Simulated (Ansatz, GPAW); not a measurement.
This is a calculation of Si for Ansatz 0.2.0. 

The input input.yaml:

```yaml
crystal:
  lattice:
    - [0.0, 2.7218511865, 2.7218511865]
    - [2.7218511865, 0.0, 2.7218511865]
    - [2.7218511865, 2.7218511865, 0.0]
  atoms:
    - { symbol: Si, position: [0.5, 0.5, 0.5] }
    - { symbol: Si, position: [0.75, 0.75, 0.75] }
kpoints:
  mp_grid: { grid: [8, 8, 8] }
scf:
  occupations: { method: gaussian, width: 0.027 }
hamiltonian:
  xc: pbe
  pseudopotentials: { kind: all_electron, lapw: { basis_error: 0.001 } }
output:
  forces: true
  stress: true
  eigenvalues: true
```

Potentials or basis: all-electron LAPW, scalar-relativistic.

Run with:

```console
$ ansatz run input.yaml --threads 1 --pin off --max-ram 3072MiB --backend cpu --events-out ev --progress --plain --runs-dir out
```

Q: What does the same run look like in GPAW 26.7.0 (ASE script)? Potentials or basis there: GPAW PAW data sets (gpaw-data 1.2.1), cutoff 600 eV.

A: As run (cutoffs and basis follow the program's own potentials, and thresholds, step limits or extra output files can differ):

Contents of run.py:

```python
from ase import Atoms
from ase.dft.bandgap import bandgap
from ase.io import write
from ase.units import GPa
from gpaw import GPAW, PW

atoms = Atoms(['Si', 'Si'],
              cell=[[0.0, 2.7218511865, 2.7218511865],
                    [2.7218511865, 0.0, 2.7218511865],
                    [2.7218511865, 2.7218511865, 0.0]],
              scaled_positions=[[0.5, 0.5, 0.5],
                                [0.75, 0.75, 0.75]],
              pbc=True)

calc = GPAW(mode=PW(600),
            xc='PBE',
            kpts={'size': (8, 8, 8), 'gamma': True},
            occupations={'name': 'methfessel-paxton', 'order': 0, 'width': 0.027000000000000003},
            nbands=11,
            convergence={'density': 1e-05, 'energy': 1e-05},
            maxiter=150,
            txt='gpaw.txt')
atoms.calc = calc
energy = atoms.get_potential_energy()
forces = atoms.get_forces()
stress = atoms.get_stress()
calc.write('gs.gpw')
write('result.traj', atoms)
print(f'Energy: {energy:.6f} eV')
print('Forces (eV/A):')
print(forces.round(4))
print('Stress (GPa):', (stress / GPa).round(3))
print('Fermi level:', round(calc.get_fermi_level(), 4), 'eV')
print(f'Gap: {bandgap(calc)[0]:.4f} eV, direct: {bandgap(calc, direct=True)[0]:.4f} eV')
```

Potentials or basis: GPAW PAW data sets (gpaw-data 1.2.1), pw.

Run with:

```sh
$ OMP_NUM_THREADS=1 python run.py
```

Both were run:

|  | Ansatz | GPAW |
| --- | --- | --- |
| Pressure | 1.3 GPa | 1.6 GPa |

Where Ansatz's input types no cutoff or centring, it takes its own default and a Γ-centred mesh.

Pressure is positive in compression.
